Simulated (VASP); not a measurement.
Crystal: Ga2O3.

```
Ga O
1.0
     6.10700   -1.51855    0.00000
     6.10700    1.51855    0.00000
    -1.38599    0.00000    5.63001
Ga O
4 6
Direct
  0.34134 0.34134 0.68598
  0.65866 0.65866 0.31402
  0.90950 0.90950 0.20540
  0.09050 0.09050 0.79460
  0.50410 0.50410 0.74340
  0.49590 0.49590 0.25660
  0.82670 0.82670 0.43680
  0.17330 0.17330 0.56320
  0.83550 0.83550 0.89020
  0.16450 0.16450 0.10980
```

| Quantity | Value |
| --- | --- |
| Program | VASP 6.6.1 |
| Task | relaxation of cell and atoms |
| Functional | PBE |
| Potentials or basis | VASP PAW PBE potentials, release 64 (Ga_d, O) |
| Cutoff | 600 eV |
| k mesh | 7 × 7 × 4 |
| Occupations | fermi-dirac, width 0.05 eV |
| Spin | no spin polarisation |

At the start: pressure 9.9 GPa; volume 10.44 Å³/atom.

Q: How do energy, volume and symmetry change on relaxing?

A: Over 23 steps the energy falls by 16.0 meV/atom and the volume is 10.99 Å³/atom (+5.2 %); space group C2/m (No. 12, to 0.05 Å).

The path:
```
step  energy change (eV)  largest force (eV/Å)  pressure (GPa)  volume (Å³)
   1              0.0000                0.2443            9.93       104.42
   2             -0.0374                0.3991           -7.10       114.51
   3             -0.1563                0.1602            0.06       109.62
   4             -0.1563                0.1543            0.25       109.51
   5             -0.1585                0.0690            0.13       109.70
   6             -0.1586                0.0509            0.16       109.67
   7             -0.1592                0.0378           -0.14       109.85
   8             -0.1592                0.0374           -0.16       109.86
   9             -0.1595                0.0224            0.06       109.79
  10             -0.1595                0.0236            0.19       109.74
  11             -0.1597                0.0197            0.02       109.83
  12             -0.1597                0.0201            0.04       109.83
  13             -0.1598                0.0173           -0.05       109.87
  14             -0.1598                0.0158           -0.05       109.88
  15             -0.1598                0.0164           -0.11       109.90
  16             -0.1598                0.0170            0.04       109.88
  17             -0.1598                0.0174            0.00       109.87
  18             -0.1598                0.0176            0.05       109.86
  19             -0.1599                0.0131           -0.02       109.87
  20             -0.1599                0.0139           -0.05       109.88
  21             -0.1599                0.0139            0.05       109.87
  22             -0.1599                0.0141            0.04       109.86
  23             -0.1599                0.0077           -0.04       109.87
```

Final structure:
```
Ga O
1.0
     6.22829   -1.54334    0.01102
     6.22829    1.54334    0.01102
    -1.40336    0.00000    5.71279
Ga O
4 6
Cartesian
  3.2917 0.0000 3.9265
  7.7615 0.0000 1.8083
  11.0467 0.0000 1.1918
  0.0065 0.0000 4.5430
  5.2355 0.0000 4.2591
  5.8177 0.0000 1.4758
  9.6829 0.0000 2.5090
  1.3703 0.0000 3.2258
  9.1650 0.0000 5.1077
  1.8883 0.0000 0.6271
```
